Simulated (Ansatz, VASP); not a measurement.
**TaN in VASP and in Ansatz**

File INCAR:

```
PREC = Accurate ; ENCUT = 520
EDIFF = 1E-6 ; ISMEAR = 0
SIGMA = 0.1 ; LREAL = F
LASPH = T ; NELM = 100
ALGO = Normal ; ISIF = 2
LWAVE = F ; LCHARG = F
GGA = PE ; NBANDS = 15
```

File KPOINTS:

```
Automatic mesh
0
Gamma
  14 14 14
```

The input POSCAR:

```
TaN
1.0
    0.0000000000      2.2734814400      2.2734814400
    2.3061664400      0.0000000000      2.2734814400
    2.3061664400      2.2734814400      0.0000000000
Ta N
1 1
Direct
    0.5000000000      0.5000000000      0.5000000000
    0.0000000000      0.0000000000      0.0000000000
```

Input for Ansatz:

```yaml
crystal:
  lattice:
    - [0.0, 2.27348144, 2.27348144]
    - [2.30616644, 0.0, 2.27348144]
    - [2.30616644, 2.27348144, 0.0]
  atoms:
    - { symbol: Ta, position: [0.5, 0.5, 0.5] }
    - { symbol: "N", position: [0.0, 0.0, 0.0] }
basis:
  ecutwfc: 420
kpoints:
  mp_grid: { grid: [14, 14, 14] }
hamiltonian:
  xc: pbe
scf:
  occupations: { method: gaussian, width: 0.1 }
output:
  forces: true
  stress: true
  eigenvalues: true
```

Alike in both runs: task single point; functional PBE; k mesh 14 × 14 × 14; occupations gaussian, width 0.1 eV; no spin polarisation.

|  | VASP | Ansatz |
| --- | --- | --- |
| version | VASP 6.6.1 | Ansatz 0.2.0 |
| potentials or method | VASP PAW PBE potentials, release 64 (Ta_pv, N) | scalar-relativistic, plane waves, PAW |
| plane-wave cutoff (eV) | 520 | 420 |
| valence electrons in the cell | 16 | 18 |

Ansatz gave:

- gap on the k mesh at the Fermi level (eV): none
- pressure (GPa): -26.5
- largest component of the traceless stress (GPa): 2.63

Problem. Which values does VASP return?

Solution. gap on the k mesh at the Fermi level (eV): none; pressure (GPa): -26.0; largest component of the traceless stress (GPa): 2.63.

A gap of «none» marks a metal or a gap that the smearing closes. The functional is the same, so the differences come from potentials, cutoffs and numerics. The two sets of potentials don't hold the same shells in valence.

Caveats: so large a pressure means that the cell lies far from this level's equilibrium, or that cutoff or potentials fall short (VASP). The runs have no spin-orbit coupling, so splittings on Ta are missing.
